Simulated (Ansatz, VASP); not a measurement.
# Two plane-wave programs on C

```
C
1.0
     0.00000    1.81573    1.81573
     1.81573    0.00000    1.81573
     1.81573    1.81573    0.00000
C
2
Direct
  0.00000 0.00000 0.00000
  0.25000 0.25000 0.25000
```

Change from the starting cell: hydrostatic strain +2.0%.

Alike in both runs: task single point; functional PBE; k mesh 12 × 12 × 12; occupations fermi-dirac, width 0.02 eV; no spin polarisation.

|  | VASP | Ansatz |
| --- | --- | --- |
| version | VASP 6.6.1 | Ansatz 0.2.0 |
| potentials or method | VASP PAW PBE potentials, release 64 (C) | plane waves, PAW |
| plane-wave cutoff (eV) | 520 | 420 |
| valence electrons in the cell | 8 | 8 |

Ansatz gave:

* gap on the k mesh at the Fermi level (eV): 4.04
* pressure (GPa): -19.7

**Question.** Estimate VASP's values.

**Answer.** gap on the k mesh at the Fermi level (eV): 4.03; pressure (GPa): -19.2.

With one functional, cell and mesh, what is left measures potentials, basis and numerics.

Caveats: so large a pressure means that the cell lies far from this level's equilibrium, or that cutoff or potentials fall short (VASP).
